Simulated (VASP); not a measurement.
A run of VASP 6.6.1:

Contents of POSCAR:

```
Zr
1.0
   -1.8100000000      1.8100000000      1.8100000000
    1.8100000000     -1.8100000000      1.8100000000
    1.8100000000      1.8100000000     -1.8100000000
Zr
1
Direct
    0.0000000000      0.0000000000      0.0000000000
```

The input INCAR.step1:

```
AGGAC    = 1.0          
AGGAX    = 1.0          
ALDAC    = 0.0          
ALDAX    = 1.0          
ALGO     = Normal         # electronic algorithm
EDIFF    = 1E-6           # SCF threshold, eV
ENCUT    = 520            # plane-wave cutoff, eV
GGA      = B5             # functional
ISIF     = 2              # what is computed and relaxed
ISMEAR   = -1             # smearing method
LASPH    = T              # aspherical terms in the spheres
LCHARG   = T              # write CHGCAR
LMAXMIX  = 4              # l up to which the mixer works
LREAL    = F              # projectors in reciprocal space
LWAVE    = F              # write WAVECAR
NELM     = 80             # most SCF steps
PREC     = Accurate       # precision mode
SIGMA    = 0.05           # smearing width, eV
```

KPOINTS.step1

```
k-points
0
Gamma
  10 10 10
```

INCAR.step2

```
AGGAC    = 1.0          
AGGAX    = 1.0          
ALDAC    = 0.0          
ALDAX    = 1.0          
ALGO     = Normal         # electronic algorithm
EDIFF    = 1E-6           # SCF threshold, eV
ENCUT    = 520            # plane-wave cutoff, eV
GGA      = B5             # functional
ICHARG   = 11             # starting density
ISIF     = 2              # what is computed and relaxed
ISMEAR   = 0              # smearing method
LASPH    = T              # aspherical terms in the spheres
LCHARG   = F              # write CHGCAR
LMAXMIX  = 4              # l up to which the mixer works
LREAL    = F              # projectors in reciprocal space
LWAVE    = F              # write WAVECAR
NELM     = 80             # most SCF steps
PREC     = Accurate       # precision mode
SIGMA    = 0.05           # smearing width, eV
```

KPOINTS.step2

```
path GHNGPH,PN
10
line-mode
reciprocal
 0.0000000000  0.0000000000  0.0000000000  G
 0.5000000000 -0.5000000000  0.5000000000  H

 0.5000000000 -0.5000000000  0.5000000000  H
 0.0000000000  0.0000000000  0.5000000000  N

 0.0000000000  0.0000000000  0.5000000000  N
 0.0000000000  0.0000000000  0.0000000000  G

 0.0000000000  0.0000000000  0.0000000000  G
 0.2500000000  0.2500000000  0.2500000000  P

 0.2500000000  0.2500000000  0.2500000000  P
 0.5000000000 -0.5000000000  0.5000000000  H

 0.2500000000  0.2500000000  0.2500000000  P
 0.0000000000  0.0000000000  0.5000000000  N
```

Potentials or basis: VASP PAW PBE potentials, release 64 (Zr_sv).

The run is started by

```bash
$ cat potpaw_PBE.64/Zr_sv/POTCAR > POTCAR
$ cp INCAR.step1 INCAR
$ cp KPOINTS.step1 KPOINTS
$ mpirun -np 1 vasp_std > vasp.out
$ cp INCAR.step2 INCAR
$ cp KPOINTS.step2 KPOINTS
$ mpirun -np 1 vasp_std > vasp.out
```

Hardware: 1 thread of Intel(R) Xeon(R) Platinum 8488C (Sapphire Rapids) (shared host).

Q: Estimate the wall time of this run.

A: It took 14 s on 1 thread of Intel(R) Xeon(R) Platinum 8488C (Sapphire Rapids), with other jobs on the host, peak memory 0.14 GiB. Counts: scf iterations 8, k points 60.
